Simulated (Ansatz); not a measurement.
A plane-wave DFT run in Ansatz 0.2.0 (scalar-relativistic PAW potentials unless the input names others): input and command.

```yaml
crystal:
  lattice:
    - [-3.1531325027, -3.1873738636, 3.1838539078]
    - [-2.8199793312, 2.8833526619, -3.154721938]
    - [2.849111301, -2.9869082449, -3.2874094908]
  atoms:
    - { symbol: Mo, position: [0.5062992594, 0.5060280596, 0.506063462] }
    - { symbol: Mo, position: [0.0026861092, 0.5055824786, 0.5008859425] }
    - { symbol: Mo, position: [0.4969674692, -0.0047598648, 0.4999266472] }
    - { symbol: Mo, position: [0.0008905521, -0.0006423156, 0.5018495363] }
    - { symbol: Mo, position: [0.4930651187, 0.4920569143, -0.0093315148] }
    - { symbol: Mo, position: [-0.0004823227, 0.4964587256, 0.0063226007] }
    - { symbol: Mo, position: [0.4855718542, -0.0048851499, -0.0135784496] }
    - { symbol: Mo, position: [0.01500196, 0.0101611522, 0.0078617756] }
kpoints:
  mp_grid: { grid: [12, 12, 12] }
hamiltonian:
  xc: lda
scf:
  occupations: { method: gaussian, width: 0.15 }
output:
  forces: true
  eigenvalues: true
  stress: true
```

```bash
ansatz run input.yaml --threads 2 --pin off --max-ram 5120MiB --backend cpu --events-out ev --progress --plain --runs-dir out
```

Abridged log:
```
Basis set: ecut = 420 eV, 2321 PW (Γ)
Bands: 68, of which v1, the nominal top of the filled ones, is band 56 counted from 1 (55 counted from 0)
Symmetry: 1 space group operations
k-points: 868 of 1728 (time reversal used)
SCF iter   1: F=—  HF=-38741.937909 eV  |F-HF|=—  |Δ(HF+E_count)|=         —  Δρ=7.84e-3  dr2=1.88e-2  ethr=1.77e-3  ⟨swp⟩=4.6  Hψ=190952  notcnv=0
SCF iter   2: F=—  HF=-38741.936062 eV  |F-HF|=—  |Δ(HF+E_count)|=   1.85e-3  Δρ=4.38e-3  dr2=5.96e-3  ethr=1.68e-5  ⟨swp⟩=1.3  Hψ=70777  notcnv=0
SCF iter   3: F=—  HF=-38741.934631 eV  |F-HF|=—  |Δ(HF+E_count)|=   1.43e-3  Δρ=2.32e-4  dr2=3.23e-5  ethr=5.32e-6  ⟨swp⟩=2.6  Hψ=92268  notcnv=0
SCF iter   4: F=—  HF=-38741.934631 eV  |F-HF|=—  |Δ(HF+E_count)|=   2.73e-7  Δρ=7.36e-5  dr2=4.27e-6  ethr=2.88e-8  ⟨swp⟩=2.4  Hψ=96990  notcnv=0
SCF iter   5: F=-38741.934630 eV  HF=-38741.934630 eV  |F-HF|=4.55e-8  |Δ(HF+E_count)|=   5.75e-7  Δρ=8.98e-6  dr2=9.34e-8  ethr=3.81e-9  ⟨swp⟩=2.4  Hψ=72939  notcnv=0
SCF iter   6: F=-38741.934630 eV  HF=-38741.934630 eV  |F-HF|=1.53e-9  |Δ(HF+E_count)|=   1.92e-8  Δρ=1.73e-6  dr2=2.62e-9  ethr=8.34e-11  ⟨swp⟩=5.4  Hψ=210098  notcnv=0
SCF 1 converged in 6 iterations: F = -38741.934630 eV  dr2 = 2.62e-9
SCF converged after 6 iterations
Free energy (F): -38741.934630 eV
Harris-Foulkes:  -38741.934630 eV  (|F-HF|=1.53e-9)
Internal energy: -38741.875885 eV  (E = F + TS)
E sigma→0 (E₀):  -38741.905258 eV
Entropy (-TS):   -0.058745 eV (-7.343 meV/atom)
Fermi energy:    22.192062 eV
--- Forces (eV/Å), atoms counted from 1 ---
  atom   1  Mo     0.19444943    -0.01272336     0.27035196
  atom   2  Mo     0.91858939    -0.01926291     0.20411557
  atom   3  Mo    -0.91263555    -0.05076247     0.11839857
  atom   4  Mo    -0.16218090     0.87305091    -0.04653448
  atom   5  Mo    -0.86836542    -0.25915312    -0.47535642
  atom   6  Mo    -0.36639510     0.42348367     0.03473451
  atom   7  Mo    -0.00742312    -1.32445977    -0.05269512
  atom   8  Mo     1.20396060     0.36982756    -0.05301501
--- Stress (GPa, compression-positive) ---
       18.465935     -10.100474       2.037004
      -10.100474       8.159753      -4.371461
        2.037004      -4.371461      -3.180953
  P = ⅓ Tr σ = 7.8149 GPa (78.149 kbar)
```

Apart from outputs and empty bands, the input differs from a reference run on usual settings in hamiltonian.xc: "pbesol" → "lda"; basis.ecutwfc: 420 → not typed. The reference, at the same geometry (not necessarily relaxed), gave pressure 13.05 GPa, largest force 1.392 eV/Å, no gap on the mesh. This run converged in 6 SCF iterations (reference: 6) with a total energy on another zero, pressure 7.81 GPa, largest force 1.326 eV/Å, no gap on the mesh.

The run took 74 s on 2 threads of AMD EPYC 9R45 96-Core Processor (Zen 5), on a shared host, peak memory 4.1 GiB.